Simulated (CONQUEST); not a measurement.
Runs of CONQUEST 1.3 on BN. The structure is cubic, space group F-43m (No. 216). The conventional cell has a = 3.626 Å, b = 3.626 Å, c = 3.626 Å, α = 90.00°, β = 90.00°, γ = 90.00°. N (site symmetry -43m) is surrounded by 4 B at 1.57 Å. B (site symmetry -43m) has 4 N at 1.57 Å as nearest neighbours. The cell is a database's computed one.

```tsv
level	potentials or basis	spin	fixed moment (μB)	cell	k mesh	smearing	other keys	gap on the mesh (eV)	pressure (GPa)	moment (μB)	largest force (eV/Å)
PBE	PseudoDojo NC PBE, SZ, grid cutoff 100 Ha	collinear, ferromagnetic start	2	atoms moved at random, drawn with an rms of 0.15 Å	10 × 10 × 7	fermi-dirac 0.2 eV	SC.KerkerPreCondition = T	-	80.4	2.00	2.89
LDA	PseudoDojo NC LDA, DZP, grid cutoff 100 Ha	collinear, ferromagnetic start	0	edges of the box strained at random at fixed volume	9 × 9 × 6	fermi-dirac 0.027 eV	-	-	-11.8	0.00	0.02
PBEsol	PseudoDojo NC PBEsol, SZ, grid cutoff 120 Ha	collinear, antiferromagnetic start	-	atoms moved at random, drawn with an rms of 0.1 Å	8 × 8 × 5, shifted	methfessel-paxton of order 1 0.1 eV	Diag.GammaCentred = F	-	22.4	0.00	5.44
PBE	PseudoDojo NC PBE, DZP, grid cutoff 150 Ha	off	-	as given	10 × 10 × 7	fermi-dirac 0.05 eV	-	(a)	0.6	-	-
PBE	PseudoDojo NC PBE, DZP, grid cutoff 150 Ha	off	-	atoms moved at random, drawn with an rms of 0.05 Å	10 × 10 × 7	fermi-dirac 0.05 eV	-	3.89	3.3	-	2.35
```

Alike in all rows: task single point.

Estimate the missing entries.

(a) 4.53.

Caveats: the basis of atomic orbitals isn't converged, which shifts pressures, moduli and gaps; the atomic basis is small (some runs); the total moment is fixed, so each spin has its own Fermi level (some runs); the box holds several primitive cells, so bands are folded and the points are those of the box's own zone (some runs); an odd mesh through Γ misses points on the zone boundary, where band edges often lie (some runs); the cell as given lies far from equilibrium (some runs); the shifted mesh misses Γ and other band edges, so no gap is listed (some runs).
